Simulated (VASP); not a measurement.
# MnS (Fm-3m) in VASP: further runs

Runs on MnS. Level: PBEsol+U. Tasks: single point.

Everything below comes from runs of VASP 6.6.1. Logs are shortened: lines on timing, memory, paths and dates and some standing lists are left out, and cuts for length are marked.

### 1 The crystal as given

The structure is cubic, space group Fm-3m (No. 225). Conventional cell: a = 5.224 Å, b = 5.224 Å, c = 5.224 Å, α = 90.00°, β = 90.00°, γ = 90.00°. Mn (site symmetry m-3m) is surrounded by 6 S at 2.61 Å. S (site symmetry m-3m) has 6 Mn at 2.61 Å as nearest neighbours.

### 2 Single point, PBEsol+U, collinear spin, ferromagnetic start

Contents of INCAR:

```
  PREC = Accurate
  ENCUT = 520
  EDIFF = 1E-7
  ISMEAR = 0
  SIGMA = 0.05
  LREAL = False
  LASPH = True
  NELM = 100
  ALGO = Fast
  ISIF = 2
  LWAVE = False
  LCHARG = False
  ISPIN = 2
  MAGMOM = 4 4 0 0
  LORBIT = 11
  LMAXMIX = 4
  LDAU = True
  LDAUTYPE = 2
  LDAUL = 2 -1
  LDAUU = 4 0
  LDAUJ = 0 0
  LDAUPRINT = 1
  GGA = PS
  NBANDS = 31
```

Contents of KPOINTS:

```
regular mesh
0
Gamma
  7 7 6
```

Contents of POSCAR:

```
MnS
1.0
    0.0000000000      2.6122498900      2.6122498900
    5.2244997800      2.6122498900      2.6122498900
    5.2244997800      5.2244997800      0.0000000000
Mn S
2 2
Direct
    0.0000000000      0.0000000000      0.0000000000
    0.0000000000      0.0000000000      0.5000000000
    0.5000000000      0.5000000000      0.0000000000
    0.5000000000      0.5000000000      0.5000000000
```

Potentials or basis: VASP PAW PBE potentials, release 64 (Mn_pv, S).

Started as:

```console
$ cat potpaw_PBE.64/Mn_pv/POTCAR potpaw_PBE.64/S/POTCAR > POTCAR
$ mpirun -np 1 vasp_std > vasp.out
```

OUTCAR:

```text
PREC = Accurate
   ENCUT = 520
   EDIFF = 1E-7
   ISMEAR = 0
   LREAL = False
   LASPH = True
   NELM = 100
   ISIF = 2
   ISPIN = 2
   LORBIT = 11
   GGA = PS

 ion  position               nearest neighbor table
   1  0.000  0.000  0.000-   4 2.61   3 2.61   4 2.61   3 2.61   4 2.61   4 2.61
   2  0.000  0.000  0.500-   3 2.61   3 2.61   4 2.61   4 2.61   3 2.61   3 2.61
   3  0.500  0.500  0.000-   2 2.61   1 2.61   2 2.61   1 2.61   2 2.61   2 2.61
   4  0.500  0.500  0.500-   1 2.61   1 2.61   2 2.61   2 2.61   1 2.61   1 2.61

  LATTYP: Found a simple tetragonal cell.
 ALAT       =     3.6942792227
 C/A-ratio  =     1.4142135624

  Lattice vectors:

 A1 = (   0.0000000000,  -2.6122498900,   2.6122498900)
 A2 = (   0.0000000000,  -2.6122498900,  -2.6122498900)
 A3 = (   5.2244997800,   0.0000000000,   0.0000000000)

Analysis of symmetry for initial positions (statically):
=====================================================================
 Subroutine PRICEL returns following result:

  LATTYP: Found a face centered cubic cell.
 ALAT       =     5.2244997800
[... 12 lines left out ...]
 Subroutine GETGRP returns: Found 16 space group operations
 (whereof 16 operations were pure point group operations)
 out of a pool of 16 trial point group operations.

The static configuration has the point symmetry D_4h.

Analysis of symmetry for dynamics (positions and initial velocities):
=====================================================================
 Subroutine PRICEL returns following result:

  LATTYP: Found a face centered cubic cell.
 ALAT       =     5.2244997800
[... 12 lines left out ...]
 Subroutine GETGRP returns: Found 16 space group operations
 (whereof 16 operations were pure point group operations)
 out of a pool of 16 trial point group operations.

The dynamic configuration has the point symmetry D_4h.

Analysis of structural, dynamic, and magnetic symmetry:
=====================================================================
 Subroutine PRICEL returns following result:

  LATTYP: Found a face centered cubic cell.
 ALAT       =     5.2244997800
[... 12 lines left out ...]
 Subroutine GETGRP returns: Found 16 space group operations
 (whereof 16 operations were pure point group operations)
 out of a pool of 16 trial point group operations.

The overall configuration has the point symmetry D_4h.

 Subroutine INISYM returns: Found 16 space group operations
 (whereof 16 operations are pure point group operations),
 and found     2 'primitive' translations

----------------------------------------------------------------------------------------

                                     Primitive cell

  volume of cell :      35.6512

  direct lattice vectors                    reciprocal lattice vectors
    -2.612249890  2.612249890 -0.000000000    -0.191405884  0.191405884 -0.191405884
    -2.612249890  0.000000000  2.612249890    -0.191405884 -0.191405884  0.191405884
     0.000000000  2.612249890  2.612249890     0.191405884  0.191405884  0.191405884

  length of vectors
     3.694279223  3.694279223  3.694279223     0.331524716  0.331524716  0.331524716

  position of ions in fractional coordinates (direct lattice)
     0.000000000  0.000000000  0.000000000
     0.500000000  0.500000000  0.500000000

  ion indices of the primitive-cell ions
   primitive index   ion index
                 1           1
                 2           3

----------------------------------------------------------------------------------------

 KPOINTS: regular mesh

Automatic generation of k-mesh.
 Grid dimensions read from file:
 generate k-points for:    7    7    6

 Generating k-lattice:

  Cartesian coordinates                     Fractional coordinates (reciprocal lattice)
    -0.027343698  0.027343698  0.027343698     0.142857143  0.000000000  0.000000000
     0.027343698 -0.027343698  0.027343698     0.000000000  0.142857143  0.000000000
     0.000000000  0.031900981 -0.031900981     0.000000000  0.000000000  0.166666667

  Length of vectors
     0.047360674  0.047360674  0.045114800

  Shift w.r.t. Gamma in fractional coordinates (k-lattice)
     0.000000000  0.000000000  0.000000000

[... 91 lines left out ...]
     AMIX     =   0.40;   BMIX     =  1.00
     AMIX_MAG =   1.60;   BMIX_MAG =  1.00
  volume/ion in A,a.u.               =      17.83       120.29
  Fermi-wavevector in a.u.,A,eV,Ry     =   1.327297  2.508227 23.969605  1.761716
  Thomas-Fermi vector in A             =   2.456619
   LORBIT       =     11    0 simple, 1 ext, 2 COOP (PROOUT), +10 PAW based schemes
 LDA+U is selected, type is set to LDAUTYPE =  2
   angular momentum for each species LDAUL =     2   -1
   U (eV)           for each species LDAUU =   4.0  0.0
   J (eV)           for each species LDAUJ =   0.0  0.0
   GGA     = PS    functional components
   LHFCALC =     F    Hartree Fock is set to
   AEXX    =    0.0000 exact exchange contribution
   IVDW    =     0    specifies the selected vdW correction
   LEPSILON=     F    determine dielectric tensor
   LRPA    =     F    only Hartree local field effects (RPA)
 spin polarized calculation
 RMM-DIIS sequential band-by-band and
 Gauss-broadening in eV      SIGMA  =   0.05
  energy-cutoff  :      520.00
  volume of cell :       71.30
 maximum number of plane-waves:      1935
   NGX = 13   NGY = 23   NGZ = 27

 number of electron      37.9999988 magnetization       9.9976850

atom =   1  type =  1  l = 2

 onsite density matrix

spin component  1

  0.9329 -0.0000 -0.0000 -0.0000 -0.0000
 -0.0000  0.9329  0.0000  0.0000 -0.0000
 -0.0000  0.0000  0.9549  0.0000  0.0000
 -0.0000  0.0000  0.0000  0.9329  0.0000
 -0.0000 -0.0000  0.0000  0.0000  0.9548

spin component  2

  0.0151 -0.0000  0.0000 -0.0000  0.0000
 -0.0000  0.0150 -0.0000 -0.0000  0.0000
  0.0000 -0.0000  0.0757  0.0000  0.0000
 -0.0000 -0.0000  0.0000  0.0151 -0.0000
  0.0000  0.0000  0.0000 -0.0000  0.0757

 occupancies and eigenvectors

  o =  0.0150  v =  0.0000  0.0000  0.0000  0.0000  0.0000  0.0000  1.0000 -0.0000  0.0000  0.0000      0.0000  0.0000  0.0000  0.0000  0.0000  0.0000  0.0000  0.0000  0.0000  0.0000
  o =  0.0151  v =  0.0000  0.0000  0.0000  0.0000  0.0000  0.0000  0.0000  0.0000 -1.0000  0.0000      0.0000  0.0000  0.0000  0.0000  0.0000  0.0000  0.0000  0.0000  0.0000  0.0000
  o =  0.0151  v =  0.0000  0.0000  0.0000  0.0000  0.0000  1.0000  0.0000  0.0000  0.0000  0.0000      0.0000  0.0000  0.0000  0.0000  0.0000  0.0000  0.0000  0.0000  0.0000  0.0000
  o =  0.0757  v =  0.0000  0.0000  0.0000  0.0000  0.0000  0.0000  0.0000  0.5000  0.0000 -0.8660      0.0000  0.0000  0.0000  0.0000  0.0000  0.0000  0.0000  0.0000  0.0000  0.0000
  o =  0.0757  v =  0.0000  0.0000  0.0000  0.0000  0.0000  0.0000  0.0000 -0.8660 -0.0000 -0.5000      0.0000  0.0000  0.0000  0.0000  0.0000  0.0000  0.0000  0.0000  0.0000  0.0000
  o =  0.9329  v =  0.0000 -1.0000  0.0000 -0.0000 -0.0000  0.0000  0.0000  0.0000  0.0000  0.0000      0.0000  0.0000  0.0000  0.0000  0.0000  0.0000  0.0000  0.0000  0.0000  0.0000
  o =  0.9329  v =  0.0000  0.0000 -0.0000 -1.0000  0.0000  0.0000  0.0000  0.0000  0.0000  0.0000      0.0000  0.0000  0.0000  0.0000  0.0000  0.0000  0.0000  0.0000  0.0000  0.0000
  o =  0.9329  v =  1.0000  0.0000  0.0000  0.0000  0.0000  0.0000  0.0000  0.0000  0.0000  0.0000      0.0000  0.0000  0.0000  0.0000  0.0000  0.0000  0.0000  0.0000  0.0000  0.0000
  o =  0.9548  v =  0.0000 -0.0000 -0.5000  0.0000  0.8660  0.0000  0.0000  0.0000  0.0000  0.0000      0.0000  0.0000  0.0000  0.0000  0.0000  0.0000  0.0000  0.0000  0.0000  0.0000
  o =  0.9549  v =  0.0000 -0.0000 -0.8660  0.0000 -0.5000  0.0000  0.0000  0.0000  0.0000  0.0000      0.0000  0.0000  0.0000  0.0000  0.0000  0.0000  0.0000  0.0000  0.0000  0.0000

atom =   2  type =  1  l = 2

 onsite density matrix

spin component  1

  0.9329 -0.0000 -0.0000  0.0000 -0.0000
 -0.0000  0.9329 -0.0000  0.0000  0.0000
 -0.0000 -0.0000  0.9549 -0.0000  0.0000
  0.0000  0.0000 -0.0000  0.9329 -0.0000
 -0.0000  0.0000  0.0000 -0.0000  0.9548

spin component  2

  0.0151 -0.0000  0.0000  0.0000  0.0000
 -0.0000  0.0150  0.0000  0.0000 -0.0000
  0.0000  0.0000  0.0757  0.0000  0.0000
  0.0000  0.0000  0.0000  0.0151  0.0000
  0.0000 -0.0000  0.0000  0.0000  0.0757

 occupancies and eigenvectors

  o =  0.0150  v =  0.0000  0.0000  0.0000  0.0000  0.0000  0.0000 -1.0000 -0.0000 -0.0000  0.0000      0.0000  0.0000  0.0000  0.0000  0.0000  0.0000  0.0000  0.0000  0.0000  0.0000
  o =  0.0151  v =  0.0000  0.0000  0.0000  0.0000  0.0000  1.0000  0.0000  0.0000  0.0000  0.0000      0.0000  0.0000  0.0000  0.0000  0.0000  0.0000  0.0000  0.0000  0.0000  0.0000
  o =  0.0151  v =  0.0000  0.0000  0.0000  0.0000  0.0000  0.0000 -0.0000 -0.0000  1.0000 -0.0000      0.0000  0.0000  0.0000  0.0000  0.0000  0.0000  0.0000  0.0000  0.0000  0.0000
  o =  0.0757  v =  0.0000  0.0000  0.0000  0.0000  0.0000  0.0000 -0.0000  0.5000 -0.0000 -0.8660      0.0000  0.0000  0.0000  0.0000  0.0000  0.0000  0.0000  0.0000  0.0000  0.0000
  o =  0.0757  v =  0.0000  0.0000  0.0000  0.0000  0.0000  0.0000  0.0000 -0.8660 -0.0000 -0.5000      0.0000  0.0000  0.0000  0.0000  0.0000  0.0000  0.0000  0.0000  0.0000  0.0000
  o =  0.9329  v =  0.0000  1.0000  0.0000 -0.0000  0.0000  0.0000  0.0000  0.0000  0.0000  0.0000      0.0000  0.0000  0.0000  0.0000  0.0000  0.0000  0.0000  0.0000  0.0000  0.0000
  o =  0.9329  v =  0.0000  0.0000 -0.0000  1.0000 -0.0000  0.0000  0.0000  0.0000  0.0000  0.0000      0.0000  0.0000  0.0000  0.0000  0.0000  0.0000  0.0000  0.0000  0.0000  0.0000
  o =  0.9329  v =  1.0000  0.0000  0.0000  0.0000  0.0000  0.0000  0.0000  0.0000  0.0000  0.0000      0.0000  0.0000  0.0000  0.0000  0.0000  0.0000  0.0000  0.0000  0.0000  0.0000
  o =  0.9548  v =  0.0000  0.0000 -0.5000  0.0000  0.8660  0.0000  0.0000  0.0000  0.0000  0.0000      0.0000  0.0000  0.0000  0.0000  0.0000  0.0000  0.0000  0.0000  0.0000  0.0000
  o =  0.9549  v =  0.0000  0.0000 -0.8660 -0.0000 -0.5000  0.0000  0.0000  0.0000  0.0000  0.0000      0.0000  0.0000  0.0000  0.0000  0.0000  0.0000  0.0000  0.0000  0.0000  0.0000

 number of electron      37.9999988 magnetization      10.0000295

 Free energy of the ion-electron system (eV)
  ---------------------------------------------------
  ext. energy  EPLUGINS =         0.00000000
  ---------------------------------------------------
  free energy    TOTEN  =       -27.40939104 eV

  energy without entropy =      -27.40939104  energy(sigma->0) =      -27.40939104

 E-fermi :   6.4584     XC(G=0): -10.7320

 val. band max:        6.2006009753   @ k =   0.0000  -0.2857   0.1667
 cond. band min:       6.7471949199   @ k =   0.0000   0.0000   0.0000
 fundamental gap:      0.5465939446
 Fermi energy:         6.4583793927

 spin component 1

 k-point     1 :       0.0000    0.0000    0.0000
  band No.  band energies     occupation
      1     -44.3131      1.00000
      2     -44.3090      1.00000
      3     -44.3090      1.00000
      4     -44.3060      1.00000
      5     -44.3059      1.00000
      6     -44.3059      1.00000
[... 1625 lines left out ...]
     30      13.6394      0.00000
     31      15.4964      0.00000

 [... further k-points ...]
[... 5 lines left out ...]
  --------------------------------------------------------------------------------------
  -------------------------------------------------------------------------------------
  Total       -0.1342719     -0.1274480     -0.1274480     -0.0000000      0.0000000     -0.0000000
  in kB       -3.0171119     -2.8637780     -2.8637780     -0.0000000      0.0000000     -0.0000000
  external PRESSURE =      -2.9148893 kB  Pullay stress =       0.0000000 kB

 VOLUME and BASIS-vectors are now :
 -----------------------------------------------------------------------------
  energy-cutoff  :      520.00
  volume of cell :       71.30
      direct lattice vectors                 reciprocal lattice vectors
     0.000000000  2.612249890  2.612249890    -0.191405884  0.191405884  0.191405884
     5.224499780  2.612249890  2.612249890     0.191405884 -0.191405884  0.191405884
     5.224499780  5.224499780  0.000000000     0.000000000  0.191405884 -0.191405884

 POSITION                                       TOTAL-FORCE (eV/Angst)
 -----------------------------------------------------------------------------------
      0.00000      0.00000      0.00000        -0.000000     -0.000000      0.000000
      2.61225      2.61225      0.00000        -0.000000      0.000000     -0.000000
      2.61225      2.61225      2.61225        -0.000000      0.000000     -0.000000
      5.22450      5.22450      2.61225         0.000000     -0.000000     -0.000000
 -----------------------------------------------------------------------------------
    total drift:                                0.000000      0.000000      0.000000

  FREE ENERGIE OF THE ION-ELECTRON SYSTEM (eV)
  ---------------------------------------------------
  free  energy   TOTEN  =       -27.4093910387 eV

  energy  without entropy=      -27.4093910387  energy(sigma->0) =      -27.40939104

 total charge

# of ion       s       p       d       tot
------------------------------------------
    1        0.221   6.172   4.887  11.281
    2        0.221   6.172   4.887  11.281
    3        1.316   2.432   0.000   3.748
    4        1.316   2.432   0.000   3.748
--------------------------------------------------
tot          3.073  17.209   9.774  30.057

 magnetization (x)

# of ion       s       p       d       tot
------------------------------------------
    1        0.047   0.038   4.502   4.587
    2        0.047   0.038   4.502   4.587
    3        0.020   0.061   0.000   0.080
    4        0.020   0.061   0.000   0.080
--------------------------------------------------
tot          0.134   0.198   9.003   9.335
```

It took 16 min on 1 thread of Intel Xeon Platinum 8488C (Sapphire Rapids), shared host; peak memory 0.6 GiB.

Results:

```
Free energy                                           : -27.4094 eV
Pressure                                              : -0.3 GPa
Band gap on the k mesh                                : 0.55 eV
Net moment                                            : 10.00 μB per cell
Site moments                                          : Mn +4.59; S +0.08 μB
Valence electrons inside the program's atomic spheres : Mn 11.28; S 3.75
```

Eigenvalues of the final occupation matrices:
| site | spin | trace | eigenvalues |
| --- | --- | --- | --- |
| site 1 d | 1 | 4.71 | 0.93 0.93 0.93 0.95 0.95 |
| site 1 d | 2 | 0.20 | 0.01 0.02 0.02 0.08 0.08 |
| site 2 d | 1 | 4.71 | 0.93 0.93 0.93 0.95 0.95 |
| site 2 d | 2 | 0.20 | 0.01 0.02 0.02 0.08 0.08 |

Caveat: the PAW data sets were made with another functional, which shifts forces and pressure a little; an odd mesh through Γ misses points on the zone boundary, where band edges often lie; only a ferromagnetic start was run, and an antiferromagnetic order may lie lower in energy.

### 3 Single point, PBEsol+U, collinear spin, antiferromagnetic start

INCAR: that of step 2 with these lines changed.

```diff
@@ -13,3 +13,3 @@
   ISPIN = 2
-  MAGMOM = 4 4 0 0
+  MAGMOM = 4 -4 0 0
   LORBIT = 11
```

KPOINTS is that of step 2.

POSCAR is that of step 2.

Potentials or basis: VASP PAW PBE potentials, release 64 (Mn_pv, S).

Started as:

```console
$ cat potpaw_PBE.64/Mn_pv/POTCAR potpaw_PBE.64/S/POTCAR > POTCAR
$ mpirun -np 1 vasp_std > vasp.out
```

It took 18 min on 1 thread of Intel Xeon Platinum 8488C (Sapphire Rapids), shared host; peak memory 0.59 GiB.

It converged, with:

| Property | Result |
| --- | --- |
| Free energy | -27.4414 eV |
| Pressure | -0.9 GPa |
| Band gap on the k mesh | 1.29 eV |
| Net moment | 0.00 μB per cell |
| Site moments | Mn +4.56, -4.56; S -0.03, +0.03 μB |
| Valence electrons inside the program's atomic spheres | Mn 11.28; S 3.75 |

Levels at points of the mesh, in eV from the valence-band top:
Spin up:
```csv
k point,band 17,band 18,band 19,band 20,band 21,band 22
"(0.00, 0.00, 0.00)",-1.18,-1.18,-1.18,1.29,1.42,2.44
"(0.00, 0.00, 0.50)",-2.48,-2.42,0.00,2.84,3.04,3.25
```
Spin down:
```
           k point  band 17  band 18  band 19  band 20  band 21  band 22
(0.00, 0.00, 0.00)    -1.18    -1.18    -1.18     1.29     1.42     2.44
(0.00, 0.00, 0.50)    -2.48    -2.42     0.00     2.84     3.04     3.25
```

Eigenvalues of the final occupation matrices:
| site | spin | trace | eigenvalues |
| --- | --- | --- | --- |
| site 1 d | 1 | 4.70 | 0.93 0.93 0.93 0.95 0.95 |
| site 1 d | 2 | 0.20 | 0.02 0.02 0.02 0.08 0.08 |
| site 2 d | 1 | 0.20 | 0.02 0.02 0.02 0.08 0.08 |
| site 2 d | 2 | 4.70 | 0.93 0.93 0.93 0.95 0.95 |

Caveat: the PAW data sets were made with another functional, which shifts forces and pressure a little; an odd mesh through Γ misses points on the zone boundary, where band edges often lie. The state reached can hang on the start; a lower one may exist.
